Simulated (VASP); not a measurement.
# MoSe2: relaxation of cell and atoms with LDA

MoSe2:

```
CELL_PARAMETERS angstrom
3.25181 0.00000 0.00000
-1.62590 2.81615 0.00000
0.00000 0.00000 12.73877
ATOMIC_POSITIONS crystal
Mo 0.33333 0.66667 0.25000
Mo 0.66667 0.33333 0.75000
Se 0.33333 0.66667 0.61965
Se 0.66667 0.33333 0.11965
Se 0.33333 0.66667 0.88035
Se 0.66667 0.33333 0.38035
```

| Property | Result |
| --- | --- |
| Program | VASP 6.6.1 |
| Task | relaxation of cell and atoms |
| Functional | LDA |
| Potentials or basis | VASP PAW LDA potentials, release 64 (Mo_sv, Se) |
| Cutoff | 600 eV |
| k mesh | 9 × 9 × 2 |
| Occupations | gaussian, width 0.03 eV |
| Spin | no spin polarisation |
| Further INCAR settings | ALGO = Normal; EDIFF = 1e-07; IBRION = 2; EDIFFG = -0.005; NSW = 90; ISIF = 3 |

| Quantity | Value |
| --- | --- |
| Pressure after relaxing | 0.0 GPa |
| Band gap on the k mesh | 0.83 eV, indirect (least direct gap 1.51 eV) |

Final structure:
```
Mo Se
1.0
     3.25181    0.00000    0.00000
    -1.62590    2.81615    0.00000
     0.00000    0.00000   12.73877
Mo Se
2 4
Direct
  0.33333 0.66667 0.25000
  0.66667 0.33333 0.75000
  0.33333 0.66667 0.61965
  0.66667 0.33333 0.11965
  0.33333 0.66667 0.88035
  0.66667 0.33333 0.38035
```

Levels at points of the mesh, in eV from the valence-band top:
```tsv
k point	band 23	band 24	band 25	band 26	band 27	band 28	band 29	band 30
(0.00, 0.00, 0.00)	-1.53	-1.27	-0.73	0.00	2.54	2.54	2.62	2.62
(0.00, 0.00, 0.50)	-1.55	-1.55	-0.18	-0.18	2.56	2.56	2.56	2.56
```

It took 44 s on 2 MPI ranks on AMD EPYC 9R45 (Zen 5), on a shared host, peak memory 0.23 GiB a rank.

Caveat: the relaxation stopped at its first step, so nothing moved; an odd mesh through Γ misses points on the zone boundary, where band edges often lie.
